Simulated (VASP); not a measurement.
# BeTe: RPA energy

BeTe, F-43m (no. 216), 2 atoms in the cell. PBE, RPA; PAW potentials Te_GW, Be_GW (PBE set).

Procedure: all-in-one.

## Input

INCAR.step1:
```
ISMEAR = 0
SIGMA = 0.05
EDIFF = 1E-8
PREC = Accurate
LASPH = True
LREAL = False
LCHARG = False
ENCUT = 250
GGA = PE
LWAVE = True
ALGO = Normal
```

INCAR.step2:
```
ISMEAR = 0
SIGMA = 0.05
EDIFF = 1E-8
PREC = Accurate
LASPH = True
LREAL = False
LCHARG = False
ENCUT = 250
GGA = PE
ALGO = G0W0R
NOMEGA = 12
LOPTICS = True
LWAVE = False
LFOCKSTD = True
MAXMEM = 3000
LSINGLES = True
NATURALO = 2
```

KPOINTS:
```
k-points
0
Gamma
  3 3 3
```

POSCAR:
```
BeTe
1.0
    0.0000000000      2.7700000000      2.7700000000
    2.7700000000      0.0000000000      2.7700000000
    2.7700000000      2.7700000000      0.0000000000
Te Be
1 1
Direct
    0.7500000000      0.7500000000      0.7500000000
    0.0000000000      0.0000000000      0.0000000000
```

Commands (each step's output is kept before the next begins):
```
cat potpaw_PBE.64/Te_GW/POTCAR potpaw_PBE.64/Be_GW/POTCAR > POTCAR
cp INCAR.step1 INCAR
mpirun -np 4 vasp_std > vasp.out
cp INCAR.step2 INCAR
mpirun -np 4 vasp_std > vasp.out
```

## Result

- RPA correlation energy, extrapolated (eV): -11.429
- Correlation energy at the largest cutoff (eV): -10.834
- Total energy with exact exchange and no correlation (eV): -11.725
- Total energy in the RPA (eV): -23.153
- Singles (eV): -0.371
- Renormalised singles (eV): -0.371
- GW singles (eV): -0.357
- Gap of the starting orbitals on the mesh (eV): 2.14

Correlation energy against the response cutoff (eV per cell); the program extrapolates from these:

| ENCUTGW (eV) | Correlation energy |
|---|---|
| 166.7 | -10.83 |
| 158.7 | -10.79 |
| 151.2 | -10.74 |
| 144 | -10.68 |
| 137.1 | -10.63 |
| 130.6 | -10.57 |
| 124.4 | -10.5 |
| 118.4 | -10.44 |

Limits: The cell's absolute correlation energy isn't converged; only differences at like settings carry meaning.

VASP 6.6.1 took 73 s on 4 cores (Intel Xeon Platinum 8259CL @ 2.50GHz (Skylake/Cascade Lake)), a shared host.
